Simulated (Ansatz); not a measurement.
Al2O3: experiment and calculation

**Measured values to compare with.**

From “Effects of physical and chemical pressure on charge density wave transitions in LaAg1-xAuxSb2 single crystals”, 2022, arxiv:2211.11873, for a powder of Al2O3: lattice constant a 4.7586 ± 0.0002 Å.

“New Sustainable Multilayered Membranes Based on ZrVTi for Hydrogen Purification”, 2022, pmc:9317777 reports, for a ceramic of Al2O3 at 300 K: lattice constant c 13.007 ± 0.001 Å.

From “Multi-petahertz electron interference in Cr:Al2O3 solid-state material”, 2018, pmc:5906618, for a bulk crystal of Al2O3: band gap 8.7 eV (optical).

From a printed reference work, data compilation, for a bulk crystal of Al2O3: bulk modulus 252.9 GPa.

How close the calculation comes is told below.

These are results of DFT r2SCAN, scalar-relativistic, plane waves, PAW in Ansatz, not measurements.

Plane waves to 500 eV, a k mesh through Γ of 6×6×6 on the computed 10-atom cell and Gaussian smearing (0.02 eV); no spin polarisation.

Relaxed structure, symmetry kept:

```cif
data_structure
_symmetry_space_group_name_H-M 'R-3c:H'
_symmetry_Int_Tables_number 167
_cell_length_a 4.7589
_cell_length_b 4.7589
_cell_length_c 12.9953
_cell_angle_alpha 90.000
_cell_angle_beta 90.000
_cell_angle_gamma 120.000
_cell_volume 254.88
loop_
_atom_site_label
_atom_site_type_symbol
_atom_site_symmetry_multiplicity
_atom_site_Wyckoff_symbol
_atom_site_fract_x
_atom_site_fract_y
_atom_site_fract_z
_atom_site_occupancy
Al1 Al 12 c 0.66667 0.33333 0.18526 1
O1 O 18 e 0.63967 0.66667 0.41667 1
```

```json
{
 "Space group": "R-3c (No. 167)",
 "Volume per atom": "57.3 bohr³",
 "Formation energy from the elements' standard states (uncorrected)": "-3.308 eV/atom",
 "Generalised Kohn–Sham band gap": "7.14 eV, direct at Γ",
 "Löwdin character of the top 1 eV of the valence band": "O 2p 96 %",
 "Löwdin character of the lowest 1 eV of the conduction band": "Al 3s 40 %, O 2s 37 %, Al 3p 15 %",
 "Electron masses at the edge by Cartesian direction of the standard setting (m_e; degenerate bands sorted by energy; no spin-orbit coupling)": "x: 0.38; y: 0.38; z: 0.41",
 "Hole masses at the edge by Cartesian direction of the standard setting (m_e; degenerate bands sorted by energy; no spin-orbit coupling)": "x: 5.9; y: 5.9; z: 0.36",
 "Bulk modulus": "256 GPa",
 "Its pressure derivative": "3.9",
 "Bader charges (e)": "Al (4 in the cell) 2.59, O (6 in the cell) -1.73"
}
```

Measured lattice constant a of Al2O3: 4.7586 Å (powder; the paper above). This calculation gives 4.759 Å (0.0 %). 2 values of this kind are on record (4.7586 to 4.763 Å); this one was drawn at random, those with a stated uncertainty first. Against the measured lattice constant c of Al2O3, 13.007 Å (300 K; ceramic; the paper above), the calculated 12.995 Å is off by -0.1 %. 2 values of this kind are on record in papers (12.9903 to 13.007 Å); this one was drawn at random among those near their median, those with a stated uncertainty first. The calculation is for 0 K without zero-point motion. Against the measured band gap of Al2O3, 8.7 eV (optical; quoted in the paper above), the calculated 7.14 eV is off by -1.56 eV. Kohn–Sham gaps of semilocal functionals fall short of measured ones as a rule. Measured bulk modulus of Al2O3: 252.9 GPa (a printed reference work, data compilation). This calculation gives 256 GPa (+1.3 %).